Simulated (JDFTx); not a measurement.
# Na (Im-3m) in JDFTx: reference runs

Aim: a first look at Na with PBEsol, on the cell as given and on a disturbed one.

All numbers are computed with JDFTx 1.7.0 (patched build); they aren't measurements. Logs are shortened: lines on timing, memory, paths and dates and some standing lists are left out, and cuts for length are marked. The log counts tension as positive stress, the text compression.

## Step 1: The structure

It takes space group Im-3m (No. 229, cubic). Conventional cell: a = 4.282 Å, b = 4.282 Å, c = 4.282 Å, α = 90.00°, β = 90.00°, γ = 90.00°. Na (site symmetry m-3m) has 8 Na at 3.71 Å as nearest neighbours.

## Step 2: Single point, PBEsol

Na.in reads:

```
lattice \
   -4.0459036328     4.0459036328     4.0459036328 \
    4.0459036328    -4.0459036328     4.0459036328 \
    4.0459036328     4.0459036328    -4.0459036328
coords-type Lattice
ion Na     0.0000000000     0.0000000000     0.0000000000 1

ion-species pseudo/Na.upf
elec-cutoff 44
elec-ex-corr gga-PBEsol
kpoint-folding 9 9 9
elec-smearing Fermi 0.0018374661
elec-n-bands 10
electronic-SCF nIterations 100 energyDiffThreshold 1e-09
electronic-minimize nIterations 30 energyDiffThreshold 1e-7
converge-empty-states yes
forces-output-coords Cartesian

dump-name run.$VAR
dump End Ecomponents EigStats BandEigs Kpoints Forces Stress
```

Potentials or basis: PseudoDojo-SR-PBEsol-0.4.1-standard with smoothed tails.

The run is started by

```
$ jdftx -c 1 -i Na.in -o Na.out
```

The log of the run:

```text
*************** JDFTx 1.7.0 (patched build) ***************

Input parsed successfully to the following command list (including defaults):
[... the input with its defaults ...]

---------- Setting up symmetries ----------

Found 48 point-group symmetries of the bravais lattice
Found 48 space-group symmetries with basis
Applied RMS atom displacement 0 bohrs to make symmetries exact.

---------- Initializing the Grid ----------
R =
[      -4.0459       4.0459       4.0459  ]
[       4.0459      -4.0459       4.0459  ]
[       4.0459       4.0459      -4.0459  ]
unit cell volume = 264.915
G =
[ 1.56377e-17   0.776487   0.776487  ]
[   0.776487 1.56377e-17   0.776487  ]
[   0.776487   0.776487 1.56377e-17  ]
Minimum fftbox size, Smin = [  44  44  44  ]
Chosen fftbox size, S = [  48  48  48  ]

---------- Exchange Correlation functional ----------
Initalized PBEsol GGA exchange.
Initalized PBEsol GGA correlation.

---------- Setting up pseudopotentials ----------
Width of ionic core gaussian charges (only for fluid interactions / plotting) set to 0

Reading pseudopotential file 'pseudo/Na.upf':
  'Na' pseudopotential, 'PBESOL' functional
  Generated using ONCVPSP code by D. R. Hamann
  9 valence electrons, 3 orbitals, 4 projectors, 1001 radial grid points, with lMax = 1
    2S    l: 0   occupation:  2.0   eigenvalue: -2.079057
    2P    l: 1   occupation:  6.0   eigenvalue: -1.053074
    3S    l: 0   occupation:  1.0   eigenvalue: -0.099413
  Core radius for overlap checks: 1.48 bohrs.

Initialized 1 species with 1 total atoms.

Folded 1 k-points by 9x9x9 to 729 k-points.

---------- Setting up k-points, bands, fillings ----------
Reduced to 35 k-points under symmetry.
Computing the number of bands and number of electrons
Calculating initial fillings.
nElectrons:   9.000000   nBands: 10   nStates: 35

----- Setting up reduced wavefunction bases (one per k-point) -----
average nbasis = 3693.461 , ideal nbasis = 3693.003

---------- Setting up ewald sum ----------
Optimum gaussian width for ewald sums = 2.526175 bohr.
Real space sum over 2197 unit cells with max indices [  6  6  6  ]
Reciprocal space sum over 2197 terms with max indices [  6  6  6  ]

---------- Allocating electronic variables ----------
Initializing wave functions:  linear combination of atomic orbitals
Note: number of bands (10) exceeds available atomic orbitals (5)
Na pseudo-atom occupations:   s ( 2 1 )  p ( 6 )
	FillingsUpdate:  mu: +0.077963631  nElectrons: 9.000000
LCAOMinimize: Iter:   0  F: -45.6215473564015781  |grad|_K:  5.537e-05  alpha:  1.000e+00
	FillingsUpdate:  mu: +0.078008410  nElectrons: 9.000000
LCAOMinimize: Iter:   1  F: -45.6215519424416556  |grad|_K:  1.476e-06  alpha:  8.560e-01  linmin: -1.192e-02  cgtest:  1.227e-01
LCAOMinimize: Encountered beta<0, resetting CG.
	FillingsUpdate:  mu: +0.078008330  nElectrons: 9.000000
LCAOMinimize: Iter:   2  F: -45.6215519462776484  |grad|_K:  1.943e-08  alpha:  1.006e+00  linmin:  1.519e-04  cgtest: -9.215e-04
	FillingsUpdate:  mu: +0.078008339  nElectrons: 9.000000
LCAOMinimize: Iter:   3  F: -45.6215519462783661  |grad|_K:  3.194e-09  alpha:  7.529e-01  linmin: -3.074e-01  cgtest:  9.392e-01
LCAOMinimize: Encountered beta<0, resetting CG.
LCAOMinimize: Converged (|Delta F|<1.000000e-06 for 2 iters).

-------- Electronic minimization -----------
Will mix electronic density at each iteration.
	FillingsUpdate:  mu: +0.078008339  nElectrons: 9.000000
	FillingsUpdate:  mu: +0.052214462  nElectrons: 9.000000
SCF: Cycle:  0   F: -45.632245796671249   dF: -1.069e-02   |Residual|: 2.793e-03   |deigs|: 1.028e-01
	FillingsUpdate:  mu: +0.052064402  nElectrons: 9.000000
SCF: Cycle:  1   F: -45.632262356921480   dF: -1.656e-05   |Residual|: 1.494e-03   |deigs|: 5.116e-03
	FillingsUpdate:  mu: +0.051930218  nElectrons: 9.000000
SCF: Cycle:  2   F: -45.632263342695751   dF: -9.858e-07   |Residual|: 7.162e-04   |deigs|: 9.214e-04
	FillingsUpdate:  mu: +0.051857935  nElectrons: 9.000000
SCF: Cycle:  3   F: -45.632263407388955   dF: -6.469e-08   |Residual|: 1.852e-04   |deigs|: 3.929e-04
	FillingsUpdate:  mu: +0.051850126  nElectrons: 9.000000
SCF: Cycle:  4   F: -45.632263425789041   dF: -1.840e-08   |Residual|: 4.609e-05   |deigs|: 2.070e-04
	FillingsUpdate:  mu: +0.051851071  nElectrons: 9.000000
SCF: Cycle:  5   F: -45.632263426925519   dF: -1.136e-09   |Residual|: 2.090e-05   |deigs|: 1.298e-04
	FillingsUpdate:  mu: +0.051851154  nElectrons: 9.000000
SCF: Cycle:  6   F: -45.632263427066221   dF: -1.407e-10   |Residual|: 1.206e-05   |deigs|: 1.054e-04
	FillingsUpdate:  mu: +0.051851633  nElectrons: 9.000000
SCF: Cycle:  7   F: -45.632263427112271   dF: -4.605e-11   |Residual|: 6.132e-06   |deigs|: 8.246e-05
SCF: Converged (|Delta E|<1.000000e-09 for 2 iters).

Setting wave functions to eigenvectors of Hamiltonian
Converging empty states (this may take a while):
EmptyStates: None of the convergence criteria satisfied.
|deigs|: 3.384e-04

# Stress tensor in Cartesian coordinates [Eh/a0^3]:
[  1.84671e-05            0            0  ]
[            0  1.84671e-05            0  ]
[            0            0  1.84671e-05  ]

# Ionic positions in lattice coordinates:
ion Na   0.000000000000000   0.000000000000000   0.000000000000000 1

# Forces in Cartesian coordinates:
force Na  -0.000000000000000  -0.000000000000000   0.000000000000000 1

# Energy components:
   Eewald =      -18.2145903711377528
       EH =       20.5308185189942130
     Eloc =      -54.1572376220422811
      Enl =      -14.8075294434757154
      Exc =       -6.7287031128407522
       KE =       27.7450998170944274
-------------------------------------
     Etot =      -45.6321422134078603
       TS =        0.0001212137044112
-------------------------------------
        F =      -45.6322634271122709

IonicMinimize: Iter:   0  F: -45.632263427112271  |grad|_K:  0.000e+00
IonicMinimize: Converged (|grad|_K<1.000000e-04).

#--- Lowdin population analysis ---
# oxidation-state Na +0.032

Dumping 'run.eigStats' ...
	eMin: -1.887993 at state 0 ( [ +0.000000 +0.000000 +0.000000 ] spin 0 )
	HOMO: +0.048339 at state 22 ( [ +0.111111 +0.444444 -0.333333 ] spin 0 )
	mu  : +0.051852
	LUMO: +0.055361 at state 4 ( [ +0.000000 +0.000000 +0.444444 ] spin 0 )
	eMax: +0.653613 at state 25 ( [ +0.222222 +0.222222 +0.222222 ] spin 0 )
	HOMO-LUMO gap: +0.007022
	Optical gap  : +0.129182 at state 22 ( [ +0.111111 +0.444444 -0.333333 ] spin 0 )
WARNING: the last solve of the electrons (or of bands or displaced states from it) ended unconverged.
Done!
[note: the HOMO, LUMO and gaps printed at the end count levels as full or empty at half filling, so they show a gap where a level is partly filled]
```

Wall time 19 s (1 thread of Intel Xeon 6975P-C (Granite Rapids), shared host); peak memory 0.08 GiB.

What came out:

```
Free energy            : -1241.7171 eV
Pressure               : -0.5 GPa
Band gap on the k mesh : none (metal or under the smearing width)
```

Caveat: the empty levels aren't tightly converged.

## Step 3: Single point, PBEsol (cell strained at random at fixed volume)

Na.in, as its differences from that of step 2:

```diff
@@ -1,7 +1,7 @@
 lattice \
-   -4.0459036328     4.0459036328     4.0459036328 \
-    4.0459036328    -4.0459036328     4.0459036328 \
-    4.0459036328     4.0459036328    -4.0459036328
+   -3.8883212610     3.9837996735     3.9533070527 \
+    4.0507337728    -3.9364412471     4.0014270388 \
+    4.1561275782     4.1373134649    -4.0418350525
 coords-type Lattice
-ion Na     0.0000000000     0.0000000000     0.0000000000 1
+ion Na    -0.0012990000    -0.0002080000    -0.0053070000 1
```

Potentials or basis: PseudoDojo-SR-PBEsol-0.4.1-standard with smoothed tails.

The run is started by

```
$ jdftx -c 1 -i Na.in -o Na.out
```

The log of the run:

```text
*************** JDFTx 1.7.0 (patched build) ***************

Input parsed successfully to the following command list (including defaults):
[... the input with its defaults ...]

---------- Setting up symmetries ----------

Found 2 point-group symmetries of the bravais lattice
Found 2 space-group symmetries with basis
Applied RMS atom displacement 0 bohrs to make symmetries exact.

---------- Initializing the Grid ----------
R =
[     -3.88832       3.9838      3.95331  ]
[      4.05073     -3.93644      4.00143  ]
[      4.15613      4.13731     -4.04184  ]
unit cell volume = 264.915
G =
[ -0.0152911   0.769828   0.747176  ]
[   0.782752 -0.0169462   0.748831  ]
[    0.78552   0.774251 -0.0197133  ]
Minimum fftbox size, Smin = [  44  44  44  ]
Chosen fftbox size, S = [  48  48  48  ]

---------- Exchange Correlation functional ----------
Initalized PBEsol GGA exchange.
Initalized PBEsol GGA correlation.

---------- Setting up pseudopotentials ----------
[... 59 lines left out ...]
	FillingsUpdate:  mu: +0.052769190  nElectrons: 9.000000
SCF: Cycle:  6   F: -45.632198986639203   dF: -1.006e-10   |Residual|: 2.650e-06   |deigs|: 1.355e-04
SCF: Converged (|Delta E|<1.000000e-09 for 2 iters).

Setting wave functions to eigenvectors of Hamiltonian
Converging empty states (this may take a while): |deigs|: 5.918e-04

# Stress tensor in Cartesian coordinates [Eh/a0^3]:
[   1.7298e-05  3.04996e-06  5.00159e-06  ]
[  3.04996e-06  1.64463e-05   6.7399e-06  ]
[  5.00159e-06   6.7399e-06  2.10446e-05  ]

# Ionic positions in lattice coordinates:
ion Na  -0.001299000000000  -0.000208000000000  -0.005307000000000 1

# Forces in Cartesian coordinates:
force Na   0.000000000000000   0.000000000000000   0.000000000000000 1

# Energy components:
   Eewald =      -18.2112211994725648
       EH =       20.5337110375037000
     Eloc =      -54.1635012600341312
      Enl =      -14.8075400949248888
      Exc =       -6.7287138484094609
       KE =       27.7451964768344013
-------------------------------------
     Etot =      -45.6320688885029355
       TS =        0.0001300981362648
-------------------------------------
        F =      -45.6321989866392030

IonicMinimize: Iter:   0  F: -45.632198986639203  |grad|_K:  0.000e+00
IonicMinimize: Converged (|grad|_K<1.000000e-04).

#--- Lowdin population analysis ---
# oxidation-state Na +0.033

Dumping 'run.eigStats' ...
	eMin: -1.888052 at state 0 ( [ +0.000000 +0.000000 +0.000000 ] spin 0 )
	HOMO: +0.052762 at state 280 ( [ +0.333333 -0.111111 -0.444444 ] spin 0 )
	mu  : +0.052769
	LUMO: +0.053152 at state 353 ( [ +0.444444 -0.222222 -0.333333 ] spin 0 )
	eMax: +0.654433 at state 151 ( [ +0.222222 +0.333333 +0.222222 ] spin 0 )
	HOMO-LUMO gap: +0.000391
	Optical gap  : +0.063927 at state 284 ( [ +0.444444 +0.000000 +0.000000 ] spin 0 )
Done!
```

It took 3 min on 1 thread of Intel Xeon 6975P-C (Granite Rapids), shared host; peak memory 0.47 GiB.

Results:

```
Free energy            : -1241.7154 eV
Pressure               : -0.5 GPa
Band gap on the k mesh : none (metal or under the smearing width)
```

Stress tensor (GPa, compression positive):
```
-0.51 -0.09 -0.15
-0.09 -0.48 -0.20
-0.15 -0.20 -0.62
```

Levels at points of the mesh, in eV from the Fermi level:
```
           k point  band 2  band 3  band 4  band 5  band 6  band 7  band 8  band 9
(0.00, 0.00, 0.00)  -24.89  -24.89  -24.89   -3.17   10.98   11.25   11.74   12.20
```
